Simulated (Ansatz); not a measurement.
**K₂S: which shells make which states**

```yaml
crystal:
  lattice:
    - [0.00000, 3.69550, 3.69550]
    - [3.69550, 0.00000, 3.69550]
    - [3.69550, 3.69550, 0.00000]
  atoms:
    - { symbol: K, position: [0.25000, 0.25000, 0.25000] }
    - { symbol: K, position: [0.75000, 0.75000, 0.75000] }
    - { symbol: S, position: [0.00000, 0.00000, 0.00000] }
```

Atoms are numbered in the order listed.

The cell is COD entry 1011375, as deposited and not checked against the literature; nothing was relaxed.

These are results of DFT, PBE, all-electron LAPW, scalar-relativistic in Ansatz 0.2.0, not measurements.

Sampling and basis: a Γ-centred 7×7×7 k mesh, Fermi–Dirac smearing of 0.01 eV, basis error target 0.5 meV/atom, no spin polarisation.

Weights are projections on a minimal set of Löwdin-orthogonalised atomic shells, summed over atoms of an element; the rest lies outside that basis, and weights on diffuse cation s shells are inflated where empty shells are missing from it. Energies are in eV from the valence-band top.

Points: Γ (0.000, 0.000, 0.000), W (0.500, 0.250, 0.750).

```tsv
state	character
Γ, -12.80 eV (×3)	K 3p 100 %
Γ, -12.56 eV (×3)	K 3p 100 %
Γ, -9.62 eV	?
Γ, -0.20 eV (×3)	?
W, -12.98 eV	?
W, -12.89 eV	K 3p 99 %
W, -12.70 eV (×2)	K 3p 99 %
W, -12.51 eV (×2)	K 3p 100 %
W, -9.37 eV	S 3s 95 %, K 3p 4 %
W, -0.38 eV (×2)	?
W, -0.02 eV	S 3p 96 %
```

Give the missing entry: row "W, -0.38 eV (×2)", column "character".

S 3p 85 %, K 4s 13 %.

Fill in "character" for the row "W, -12.98 eV".

K 3p 96 %, S 3s 4 %.

Fill in "character" for the row "Γ, -0.20 eV (×3)".

S 3p 95 %.

Fill in "character" for the row "Γ, -9.62 eV".

S 3s 78 %, K 4s 20 %.
